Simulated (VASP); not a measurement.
# Se (P3_221) in VASP: notebook, part 2 of 3

VASP 6.6.1. The steps go on from the part before.

**3. Electric field gradients, PBE (zz strain of +3 %, crystal datasets)**

INCAR

```
PREC = Accurate ; ENCUT = 520
EDIFF = 1E-8 ; ISMEAR = -1
SIGMA = 0.03 ; LREAL = F
LASPH = T ; NELM = 100
ALGO = Normal ; ISIF = 2
LWAVE = F ; LCHARG = F
GGA = PE ; LEFG = T
NBANDS = 16
```

KPOINTS

```
Automatic mesh
0
Gamma
  8 8 6
```

POSCAR

```
Se
1.0
    4.3551696776      0.0000000000      0.0000000000
   -2.1775848388      3.7716875786      0.0000000000
    0.0000000000      0.0000000000      5.0979335000
Se
3
Direct
    0.2170000000      0.0000000000      0.1666666667
    0.0000000000      0.2170000000      0.8333333333
    0.7830000000      0.7830000000      0.5000000000
```

Potentials or basis: VASP PAW PBE potentials, release 64 (Se).

Launch:

```
$ cat potpaw_PBE.64/Se/POTCAR > POTCAR
$ mpirun -np 1 vasp_std > vasp.out
```

OUTCAR:

```text
PREC = Accurate
   ENCUT = 520
   EDIFF = 1E-8
   ISMEAR = -1
   LREAL = F
   LASPH = T
   NELM = 100
   ISIF = 2
   GGA = PE

 ion  position               nearest neighbor table
   1  0.217  0.000  0.167-   3 2.36   2 2.36
   2  0.000  0.217  0.833-   3 2.36   1 2.36
   3  0.783  0.783  0.500-   1 2.36   2 2.36

  LATTYP: Found a hexagonal cell.
 ALAT       =     4.3551696776
 C/A-ratio  =     1.1705476198

  Lattice vectors:

 A1 = (   4.3551696776,   0.0000000000,   0.0000000000)
 A2 = (  -2.1775848388,   3.7716875786,   0.0000000000)
 A3 = (   0.0000000000,   0.0000000000,   5.0979335000)

Analysis of symmetry for initial positions (statically):
=====================================================================
 Subroutine PRICEL returns:
 Original cell was already a primitive cell.

 Routine SETGRP: Setting up the symmetry group for a
 hexagonal supercell.

 Subroutine GETGRP returns: Found  6 space group operations
 (whereof  2 operations were pure point group operations)
 out of a pool of 24 trial point group operations.

The static configuration has the point symmetry C_2 .
 The point group associated with its full space group is D_3 .

Analysis of symmetry for dynamics (positions and initial velocities):
=====================================================================
 Subroutine PRICEL returns:
 Original cell was already a primitive cell.

 Routine SETGRP: Setting up the symmetry group for a
 hexagonal supercell.

 Subroutine GETGRP returns: Found  6 space group operations
 (whereof  2 operations were pure point group operations)
 out of a pool of 24 trial point group operations.

[... 161 lines left out ...]
      2      -9.3315      2.00000
      3      -9.3315      2.00000
      4      -1.3864      2.00000
      5      -1.3864      2.00000
      6      -1.0764      2.00000
[... 433 lines left out ...]
      3      -8.7031      2.00000
      4      -2.7187      2.00000
      5      -2.5104      2.00000
      6      -0.8064      2.00000
[... 8 lines left out ...]
     15      11.1620      0.00000
     16      12.0604      0.00000

 [... further k-points ...]
[... 5 lines left out ...]
  --------------------------------------------------------------------------------------
  -------------------------------------------------------------------------------------
  Total        1.4752346      1.4752346      1.7135934     -0.0000000     -0.0000000      0.0000000
  in kB       28.2251788     28.2251788     32.7856202     -0.0000000     -0.0000000      0.0000000
  external PRESSURE =      29.7453259 kB  Pullay stress =       0.0000000 kB

 VOLUME and BASIS-vectors are now :
 -----------------------------------------------------------------------------
  energy-cutoff  :      520.00
  volume of cell :       83.74
      direct lattice vectors                 reciprocal lattice vectors
     4.355169678  0.000000000  0.000000000     0.229612179  0.132566653  0.000000000
    -2.177584839  3.771687579  0.000000000     0.000000000  0.265133307  0.000000000
     0.000000000  0.000000000  5.097933500     0.000000000  0.000000000  0.196157914

 POSITION                                       TOTAL-FORCE (eV/Angst)
 -----------------------------------------------------------------------------------
      0.94507      0.00000      0.84966         0.753356     -0.000000     -0.000000
     -0.47254      0.81846      4.24828        -0.376678      0.652426      0.000000
      1.70505      2.95323      2.54897        -0.376678     -0.652426      0.000000
 -----------------------------------------------------------------------------------
    total drift:                               -0.000001     -0.000001      0.000000

  FREE ENERGIE OF THE ION-ELECTRON SYSTEM (eV)
  ---------------------------------------------------
  free  energy   TOTEN  =       -10.4530628289 eV

  energy  without entropy=      -10.4530628181  energy(sigma->0) =      -10.45306282

 Electric field gradients (V/A^2)
---------------------------------------------------------------------
 ion       V_xx      V_yy      V_zz      V_xy      V_xz      V_yz
---------------------------------------------------------------------
   1     152.801  -363.975   211.174    -0.000    -0.000  -307.695
   2    -234.781    23.607   211.174  -223.771   266.472   153.847
   3    -234.781    23.607   211.174   223.770  -266.472   153.847
---------------------------------------------------------------------

 Electric field gradients after diagonalization (V/A^2)
 (convention: |V_zz| > |V_xx| > |V_yy|)
----------------------------------------------------------------------
 ion       V_xx      V_yy      V_zz     asymmetry (V_yy - V_xx)/ V_zz
----------------------------------------------------------------------
   1     344.759   152.801  -497.560       0.386
   2     344.759   152.801  -497.560       0.386
   3     344.759   152.801  -497.559       0.386
----------------------------------------------------------------------

           NMR quadrupolar parameters

 Cq : quadrupolar parameter    Cq=e*Q*V_zz/h
 eta: asymmetry parameters     (V_yy - V_xx)/ V_zz
 Q  : nuclear electric quadrupole moment in mb (millibarn)
----------------------------------------------------------------------
 ion       Cq(MHz)       eta       Q (mb)
----------------------------------------------------------------------
   1      -1.203       0.386       1.000
   2      -1.203       0.386       1.000
   3      -1.203       0.386       1.000
----------------------------------------------------------------------
```

OSZICAR:

```text
N       E                     dE             d eps       ncg     rms          rms(c)
DAV:   1     0.808260383114E+02    0.80826E+02   -0.71583E+03  1600   0.931E+02
DAV:   2    -0.532398797706E+01   -0.86150E+02   -0.82051E+02  2152   0.151E+02
DAV:   3    -0.104984048519E+02   -0.51744E+01   -0.51585E+01  2016   0.426E+01
DAV:   4    -0.105345826684E+02   -0.36178E-01   -0.36174E-01  2096   0.423E+00
DAV:   5    -0.105348433504E+02   -0.26068E-03   -0.26068E-03  2032   0.358E-01    0.707E+00
DAV:   6    -0.104735721325E+02    0.61271E-01   -0.39042E-02  2008   0.123E+00    0.439E+00
DAV:   7    -0.104538213820E+02    0.19751E-01   -0.79168E-02  1872   0.171E+00    0.213E-01
DAV:   8    -0.104528987664E+02    0.92262E-03   -0.10572E-02  1776   0.629E-01    0.111E-01
DAV:   9    -0.104530120265E+02   -0.11326E-03   -0.34735E-04  2296   0.120E-01    0.371E-02
DAV:  10    -0.104530593319E+02   -0.47305E-04   -0.56722E-05  1856   0.509E-02    0.787E-03
DAV:  11    -0.104530630946E+02   -0.37627E-05   -0.10471E-05  2264   0.192E-02    0.433E-03
DAV:  12    -0.104530628444E+02    0.25015E-06   -0.22968E-06  1920   0.956E-03    0.233E-03
DAV:  13    -0.104530628121E+02    0.32361E-07   -0.34741E-07  2152   0.333E-03    0.503E-04
DAV:  14    -0.104530628018E+02    0.10299E-07   -0.23141E-08  2008   0.936E-04    0.172E-04
DAV:  15    -0.104530628223E+02   -0.20556E-07   -0.94867E-10  1424   0.197E-04    0.153E-04
DAV:  16    -0.104530628289E+02   -0.65816E-08   -0.96916E-10   960   0.205E-04
   1 F= -.10453063E+02 E0= -.10453063E+02  d E =-.108122E-07
```

stdout:

```text
POSCAR found type information on POSCAR Se
 POSCAR found :  1 types and       3 ions
 scaLAPACK will be used
 LDA part: xc-table for (Slater+PW92), standard interpolation
 POSCAR, INCAR and KPOINTS ok, starting setup
 FFT: planning ... GRIDC
 FFT: planning ... GRID_SOFT
 FFT: planning ... GRID
 WAVECAR not read
 entering main loop
ion   1

ion   2
     0.0000499     4.2656770    -2.8278073    -3.3135893    -4.8979060     2.4627897
     0.0000687     4.2656769    -2.8278073    -3.3135893    -4.8979060     2.4627897
     0.0000946     4.2656769    -2.8278073    -3.3135893    -4.8979059     2.4627897
     0.0001302     4.2656768    -2.8278072    -3.3135892    -4.8979058     2.4627897

     0.0000499   204.8653787  -140.7022827  -167.2554345  -243.7035023   118.2790815
     0.0000687   204.8603969  -140.6988430  -167.2513492  -243.6975447   118.2762053
     0.0000946   204.8523208  -140.6932666  -167.2447262  -243.6878861   118.2715426
     0.0001302   204.8392937  -140.6842711  -167.2340428  -243.6723054   118.2640214

ion   3
     0.0000499    -4.2656770    -2.8278073    -3.3135893     4.8979060     2.4627897
     0.0000687    -4.2656769    -2.8278073    -3.3135893     4.8979060     2.4627897
     0.0000946    -4.2656769    -2.8278073    -3.3135893     4.8979059     2.4627897
     0.0001302    -4.2656768    -2.8278072    -3.3135892     4.8979058     2.4627897

     0.0000499  -204.8653787  -140.7022827  -167.2554345   243.7035023   118.2790815
     0.0000687  -204.8603969  -140.6988430  -167.2513492   243.6975447   118.2762053
     0.0000946  -204.8523208  -140.6932666  -167.2447262   243.6878861   118.2715426
     0.0001302  -204.8392937  -140.6842711  -167.2340428   243.6723054   118.2640214
```

Run time: 25 s. Hardware: 1 thread of Intel Xeon 6975P-C (Granite Rapids), shared host; peak memory 0.21 GiB.

What came out:

- Free energy: -10.4531 eV
- Pressure: 3.0 GPa
- Largest force: 0.753 eV/Å
- Band gap on the k mesh: 0.89 eV, indirect (least direct gap 0.91 eV)

Forces on the atoms (eV/Å):
```
Se   0.753  0.000  0.000
Se  -0.377  0.652  0.000
Se  -0.377 -0.652  0.000
```

Stress tensor (GPa, compression positive):
```
2.82 0.00 0.00
0.00 2.82 0.00
0.00 0.00 3.28
```

Levels at points of the mesh, in eV from the valence-band top:
```csv
k point,band 6,band 7,band 8,band 9,band 10,band 11,band 12,band 13
"(0.00, 0.00, 0.00)",-3.49,-1.96,-1.96,-0.32,1.94,1.94,2.54,6.00
"(0.50, 0.00, 0.00)",-3.22,-2.86,-1.82,-0.98,2.01,2.57,4.19,5.47
"(0.00, 0.00, 0.50)",-3.23,-1.35,-1.35,-1.19,1.20,1.53,1.53,6.17
"(0.50, 0.00, 0.50)",-4.11,-1.70,-1.40,0.00,1.33,2.87,3.03,6.21
```

Electric field gradients, principal values (V/Å²):
| atom | Vxx | Vyy | Vzz |
| --- | --- | --- | --- |
| 1 Se | 152.801 | 344.759 | -497.560 |
| 2 Se | 152.801 | 344.759 | -497.560 |
| 3 Se | 152.801 | 344.759 | -497.559 |

A k mesh can miss the band edges.

[end of part 2 of 3]
